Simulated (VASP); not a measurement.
# TiTe (P6_3/mmc) in VASP: a series of runs

The runs below take TiTe through single point, with PBEsol.

Program: VASP 6.6.1. These are calculated values, not measurements. Logs are shortened: lines on timing, memory, paths and dates and some standing lists are left out, and cuts for length are marked.

### Step 1. The crystal as given

Symmetry: P6_3/mmc, No. 194, hexagonal system. Conventional cell: a = 3.842 Å, b = 3.842 Å, c = 6.403 Å, α = 90.00°, β = 90.00°, γ = 120.00°. Te (site symmetry -6m2) has 6 Ti at 2.74 Å as nearest neighbours. Around Ti (site symmetry -3m) lie 6 Te at 2.74 Å.

### Step 2. Single point, PBEsol

Contents of INCAR:

```
PREC = Accurate
ENCUT = 450
EDIFF = 1E-6
ISMEAR = 0
SIGMA = 0.05
LREAL = Auto
LASPH = T
NELM = 100
ALGO = Normal
ISIF = 2
LWAVE = F
LCHARG = F
GGA = PS
NBANDS = 26
ADDGRID = F
```

Contents of KPOINTS:

```
regular mesh
0
Gamma
  5 5 3
```

Contents of POSCAR:

```
TiTe
1.0
    3.8420000000      0.0000000000      0.0000000000
   -1.9210000000      3.3272696013      0.0000000000
    0.0000000000      0.0000000000      6.4030000000
Te Ti
2 2
Direct
    0.6666666667      0.3333333333      0.7500000000
    0.3333333333      0.6666666667      0.2500000000
    0.0000000000      0.0000000000      0.5000000000
    0.0000000000      0.0000000000      0.0000000000
```

Potentials or basis: VASP PAW PBE potentials, release 64 (Te, Ti_sv).

Started as:

```console
$ cat potpaw_PBE.64/Te/POTCAR potpaw_PBE.64/Ti_sv/POTCAR > POTCAR
$ mpirun -np 1 vasp_std > vasp.out
```

OUTCAR:

```text
PREC = Accurate
   ENCUT = 450
   EDIFF = 1E-6
   ISMEAR = 0
   LREAL = Auto
   LASPH = T
   NELM = 100
   ISIF = 2
   GGA = PS

 Found     10 irreducible k-points:

 Following reciprocal coordinates:
            Coordinates               Weight
  0.000000  0.000000  0.000000      1.000000
  0.200000  0.000000  0.000000      6.000000
  0.400000  0.000000  0.000000      6.000000
  0.200000  0.200000  0.000000      6.000000
  0.400000  0.200000  0.000000      6.000000
  0.000000  0.000000  0.333333      2.000000
   k-points           NKPTS =     10   k-points in BZ     NKDIM =     10   number of bands    NBANDS=     26
   number of dos      NEDOS =    301   number of ions     NIONS =      4
   total plane-waves  NPLWV =  37632
   dimension x,y,z NGX =    28 NGY =   28 NGZ =   48
   dimension x,y,z NGXF=    56 NGYF=   56 NGZF=   96
   ions per type =               2   2
   NGX,Y,Z   is equivalent  to a cutoff of  12.12, 12.12, 12.46 a.u.
   NGXF,Y,Z  is equivalent  to a cutoff of  24.23, 24.23, 24.93 a.u.
 SYSTEM =  unknown system
   PREC   = accura    normal or accurate (medium, high low for compatibility)
   ISTART =      0    job   : 0-new  1-cont  2-samecut
   ICHARG =      2    charge: 1-file 2-atom 10-const
   ISPIN  =      1    spin polarized calculation?
   LNONCOLLINEAR =      F non collinear calculations
   LSORBIT =      F    spin-orbit coupling
   LASPH  =      T    aspherical Exc in radial PAW
   ENCUT  =  450.0 eV  33.07 Ry    5.75 a.u.   6.65  6.65 11.08*2*pi/ulx,y,z
   NELM   =    100;   NELMIN=  2; NELMDL= -5     # of ELM steps
   EDIFF  = 0.1E-05   stopping-criterion for ELM
   LREAL  =      T    real-space projection
   EDIFFG = 0.1E-04   stopping-criterion for IOM
   NSW    =      0    number of steps for IOM
   IBRION =     -1    ionic relax: 0-MD 1-quasi-New 2-CG
   NFREE  =      0    steps in history (QN), initial steepest desc. (CG)
   ISIF   =      2    stress and relaxation
   ISYM   =      2    0-nonsym 1-usesym 2-fastsym
   POTIM  = 0.5000    time-step for ionic-motion
   TEBEG  =    0.0;   TEEND  =   0.0 temperature during run
   PSTRESS=    0.0 pullay stress
   NELECT =      36.0000    total number of electrons
   NUPDOWN=      -1.0000    fix difference up-down
   EMIN   =  10.00;   EMAX   =-10.00  energy-range for DOS
   EFERMI =   0.00;   METHOD = LEGACY
   ISMEAR =     0;   SIGMA  =   0.05  broadening in eV -4-tet -1-fermi 0-gaus
   EFERMI_NEDOS =   21; number of points for ismear=-14 and -15
   IALGO  =     38    algorithm
   IMIX   =      4    mixing-type and parameters
     AMIX     =   0.40;   BMIX     =  1.00
     AMIX_MAG =   1.60;   BMIX_MAG =  1.00
  volume/ion in A,a.u.               =      20.46       138.09
  Fermi-wavevector in a.u.,A,eV,Ry     =   1.244991  2.352691 21.089049  1.550001
  Thomas-Fermi vector in A             =   2.379233
   LORBIT       =      0    0 simple, 1 ext, 2 COOP (PROOUT), +10 PAW based schemes
   GGA     = PS    functional components
   LHFCALC =     F    Hartree Fock is set to
   AEXX    =    0.0000 exact exchange contribution
   IVDW    =     0    specifies the selected vdW correction
   LEPSILON=     F    determine dielectric tensor
   LRPA    =     F    only Hartree local field effects (RPA)
 non-spin polarized calculation
 Gauss-broadening in eV      SIGMA  =   0.05
  energy-cutoff  :      450.00
  volume of cell :       81.85
 maximum number of plane-waves:      1810
 NGX is ok and might be reduce to    28
   NGX = 13   NGY = 13   NGZ = 23

 number of electron      36.0000000 magnetization

 Free energy of the ion-electron system (eV)
  ---------------------------------------------------
  ext. energy  EPLUGINS =         0.00000000
  ---------------------------------------------------
  free energy    TOTEN  =       -26.23237165 eV

  energy without entropy =      -26.22862236  energy(sigma->0) =      -26.23049700

 E-fermi :  10.0481     XC(G=0): -11.1605

 val. band max:        9.9961877554   @ k =   0.2000   0.0000   0.0000
 cond. band min:      10.0925860187   @ k =   0.2000   0.2000   0.3333
 fundamental gap:      0.0963982633
 Fermi energy:        10.0480547503

 k-point     1 :       0.0000    0.0000    0.0000
  band No.  band energies     occupation
      1     -46.9886      2.00000
      2     -46.9739      2.00000
      3     -23.4425      2.00000
      4     -23.4285      2.00000
      5     -23.4285      2.00000
      6     -23.4102      2.00000
[... 18 lines left out ...]
     25      13.0071      0.00000
     26      14.2870      0.00000

 k-point     2 :       0.2000    0.0000    0.0000
  band No.  band energies     occupation
      1     -46.9874      2.00000
      2     -46.9730      2.00000
      3     -23.4453      2.00000
      4     -23.4372      2.00000
      5     -23.4325      2.00000
      6     -23.4236      2.00000
[... 18 lines left out ...]
     25      12.4975      0.00000
     26      13.5829      0.00000

 k-point     3 :       0.4000    0.0000    0.0000
  band No.  band energies     occupation
      1     -46.9857      2.00000
      2     -46.9714      2.00000
      3     -23.4723      2.00000
      4     -23.4451      2.00000
      5     -23.4390      2.00000
      6     -23.4288      2.00000
[... 18 lines left out ...]
     25      13.1405      0.00000
     26      13.8822      0.00000

 k-point     4 :       0.2000    0.2000    0.0000
  band No.  band energies     occupation
      1     -46.9861      2.00000
      2     -46.9718      2.00000
      3     -23.4627      2.00000
      4     -23.4423      2.00000
      5     -23.4373      2.00000
      6     -23.4303      2.00000
[... 18 lines left out ...]
     25      12.9268      0.00000
     26      12.9568      0.00000

 k-point     5 :       0.4000    0.2000    0.0000
  band No.  band energies     occupation
      1     -46.9852      2.00000
      2     -46.9710      2.00000
      3     -23.4710      2.00000
      4     -23.4505      2.00000
      5     -23.4438      2.00000
      6     -23.4265      2.00000
[... 18 lines left out ...]
     25      12.5359      0.00000
     26      12.6663      0.00000

 k-point     6 :       0.0000    0.0000    0.3333
  band No.  band energies     occupation
      1     -46.9850      2.00000
      2     -46.9777      2.00000
      3     -23.4240      2.00000
      4     -23.4240      2.00000
      5     -23.4148      2.00000
      6     -23.4148      2.00000
[... 18 lines left out ...]
     25      13.4743      0.00000
     26      13.4744      0.00000

 [... further k-points ...]

------------------------ aborting loop because EDIFF is reached ----------------------------------------

  FORCE on cell =-STRESS in cart. coord.  units (eV):
  Direction    XX          YY          ZZ          XY          YZ          ZX
  --------------------------------------------------------------------------------------
  -------------------------------------------------------------------------------------
  Total        1.1969771      1.1969771      2.8596850     -0.0000000      0.0000000      0.0000000
  in kB       23.4297459     23.4297459     55.9757508     -0.0000000      0.0000000      0.0000000
  external PRESSURE =      34.2784142 kB  Pullay stress =       0.0000000 kB

 VOLUME and BASIS-vectors are now :
 -----------------------------------------------------------------------------
  energy-cutoff  :      450.00
  volume of cell :       81.85
      direct lattice vectors                 reciprocal lattice vectors
     3.842000000  0.000000000  0.000000000     0.260281104  0.150273365  0.000000000
    -1.921000000  3.327269601  0.000000000     0.000000000  0.300546730  0.000000000
     0.000000000  0.000000000  6.403000000     0.000000000  0.000000000  0.156176792

 POSITION                                       TOTAL-FORCE (eV/Angst)
 -----------------------------------------------------------------------------------
      1.92100      1.10909      4.80225        -0.000000      0.000000      0.000000
     -0.00000      2.21818      1.60075         0.000000     -0.000000      0.000000
      0.00000      0.00000      3.20150         0.000000      0.000000      0.000000
      0.00000      0.00000      0.00000         0.000000      0.000000      0.000000
 -----------------------------------------------------------------------------------
    total drift:                                0.000000     -0.000000      0.000000

  FREE ENERGIE OF THE ION-ELECTRON SYSTEM (eV)
  ---------------------------------------------------
  free  energy   TOTEN  =       -26.2323716489 eV

  energy  without entropy=      -26.2286223600  energy(sigma->0) =      -26.23049700
```

stdout:

```text
POSCAR found type information on POSCAR TeTi
 POSCAR found :  2 types and       4 ions
 scaLAPACK will be used
 -----------------------------------------------------------------------------
|                                                                             |
|                                                                             |
|     You have a (more or less) 'small supercell' and for smaller cells       |
|     it is recommended to use the reciprocal-space projection scheme!        |
|     The real-space optimization is not efficient for small cells and it     |
|     is also less accurate ...                                               |
|     Therefore, set LREAL=.FALSE. in the INCAR file.                         |
|                                                                             |
 -----------------------------------------------------------------------------

 -----------------------------------------------------------------------------
|                                                                             |
|                                                                             |
|     You enforced a specific xc type in the INCAR file but a different       |
|     I HOPE YOU KNOW WHAT YOU ARE DOING!                                     |
|                                                                             |
 -----------------------------------------------------------------------------

 LDA part: xc-table for (Slater+PW92), standard interpolation
 POSCAR, INCAR and KPOINTS ok, starting setup
 FFT: planning ... GRIDC
 FFT: planning ... GRID_SOFT
 FFT: planning ... GRID
 WAVECAR not read
 entering main loop
```

Run time: 14 s. Hardware: 1 thread of Intel Xeon 6975P-C (Granite Rapids), shared host; peak memory 0.18 GiB.

These settings aren't checked as converged: the numbers below hold their error.

What came out:

- Free energy: -26.2324 eV
- Pressure: 3.4 GPa
- Band gap on the k mesh: none (metal or under the smearing width)

Caveat: the k mesh is coarse (spacing up to 0.38 Å⁻¹), so the values aren't converged; the PAW data sets were made with another functional, which shifts forces and pressure a little.

### Step 3. Single point, PBEsol

INCAR: that of step 2 with these lines changed.

```diff
@@ -2,6 +2,6 @@
 ENCUT = 450
-EDIFF = 1E-6
+EDIFF = 0.01
 ISMEAR = 0
 SIGMA = 0.05
-LREAL = Auto
+LREAL = F
 LASPH = T
```

KPOINTS is that of step 2.

POSCAR is that of step 2.

Potentials or basis: VASP PAW PBE potentials, release 64 (Te, Ti_sv).

Started as:

```console
$ cat potpaw_PBE.64/Te/POTCAR potpaw_PBE.64/Ti_sv/POTCAR > POTCAR
$ mpirun -np 1 vasp_std > vasp.out
```

Run time: 6.7 s. Hardware: 1 thread of Intel Xeon 6975P-C (Granite Rapids), shared host; peak memory 0.18 GiB.

These settings aren't checked as converged: the numbers below hold their error.

Results:

| Quantity | Value |
| --- | --- |
| Free energy | -26.2309 eV |
| Pressure | 2.8 GPa |
| Band gap on the k mesh | none (metal or under the smearing width) |

Caveat: the k mesh is coarse (spacing up to 0.38 Å⁻¹), so the values aren't converged; the PAW data sets were made with another functional, which shifts forces and pressure a little.

### Step 4. Single point, PBEsol

INCAR: that of step 3 with these lines changed.

```diff
@@ -2,3 +2,3 @@
 ENCUT = 450
-EDIFF = 0.01
+EDIFF = 0.001
 ISMEAR = 0
```

KPOINTS is that of step 3.

POSCAR is that of step 3.

Started as:

```console
$ cat potpaw_PBE.64/Te/POTCAR potpaw_PBE.64/Ti_sv/POTCAR > POTCAR
$ mpirun -np 1 vasp_std > vasp.out
```

Wall time 7.1 s (1 thread of Intel Xeon 6975P-C (Granite Rapids), shared host); peak memory 0.18 GiB.

These settings aren't checked as converged: the numbers below hold their error.

Results:

```yaml
Free_energy: -26.2314 eV
Pressure: 2.9 GPa
Band_gap_on_the_k_mesh: none (metal or under the smearing width)
```

Caveat: the k mesh is coarse (spacing up to 0.38 Å⁻¹), so the values aren't converged; the PAW data sets were made with another functional, which shifts forces and pressure a little.

### Step 5. Single point, PBEsol

INCAR: that of step 4 with these lines changed.

```diff
@@ -2,3 +2,3 @@
 ENCUT = 450
-EDIFF = 0.001
+EDIFF = 1E-4
 ISMEAR = 0
```

KPOINTS is that of step 4.

POSCAR is that of step 4.

Started as:

```console
$ cat potpaw_PBE.64/Te/POTCAR potpaw_PBE.64/Ti_sv/POTCAR > POTCAR
$ mpirun -np 1 vasp_std > vasp.out
```

Run time: 8 s. Hardware: 1 thread of Intel Xeon 6975P-C (Granite Rapids), shared host; peak memory 0.18 GiB.

The run converged, but some of its settings lie outside the range that counts as converged, so its numbers aren't taken as properties of the crystal.

What came out:

| Property | Result |
| --- | --- |
| Free energy | -26.2314 eV |
| Pressure | 3.3 GPa |
| Band gap on the k mesh | none (metal or under the smearing width) |

Caveat: the k mesh is coarse (spacing up to 0.38 Å⁻¹), so the values aren't converged; the PAW data sets were made with another functional, which shifts forces and pressure a little.
